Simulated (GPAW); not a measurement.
GaN: equation of state with optB88-vdW

The system is GaN.

```
CELL_PARAMETERS angstrom
3.18000 0.00000 0.00000
-1.59000 2.75396 0.00000
0.00000 0.00000 5.16600
ATOMIC_POSITIONS crystal
Ga 0.66667 0.33333 0.50000
Ga 0.33333 0.66667 0.00000
N 0.66667 0.33333 0.87500
N 0.33333 0.66667 0.37500
```

| Quantity | Value |
| --- | --- |
| Program | GPAW 26.7.0 |
| Task | equation of state |
| Functional | optB88-vdW |
| Potentials or basis | GPAW PAW data sets (gpaw-data 1.2.1) |
| Cutoff | 800 eV |
| Basis | pw |
| k mesh | 7 × 7 × 4 |
| Occupations | fermi-dirac, width 0.05 eV |
| Spin | no spin polarisation |

The equilibrium volume is 12.14 Å³/atom (rough: see the caveat) and the bulk modulus at fixed shape and positions is 180 GPa (rough).

Energy against volume, from the lowest point:
| volume (Å³/atom) | energy (meV/atom) |
| --- | --- |
| 10.632 | 135.92 |
| 10.858 | 93.94 |
| 11.084 | 60.85 |
| 11.310 | 35.73 |
| 11.537 | 17.75 |
| 11.763 | 5.84 |
| 11.989 | 0.00 |

Wall time 120 s on 1 thread of Intel(R) Xeon(R) Platinum 8488C (Sapphire Rapids), with other jobs on the host, peak memory 0.24 GiB.

Caveat: the data sets keep Ga 3d, Li 1s and Be 1s frozen, and some such compounds lay over 1.5 % in volume off other programs; the minimum lies outside the volumes run; the cell was scaled at fixed shape and fractional positions, which overstates the stiffness of a crystal with free parameters, most of all of layers and chains; the PAW data sets were made with another functional, which shifts forces and pressure a little.
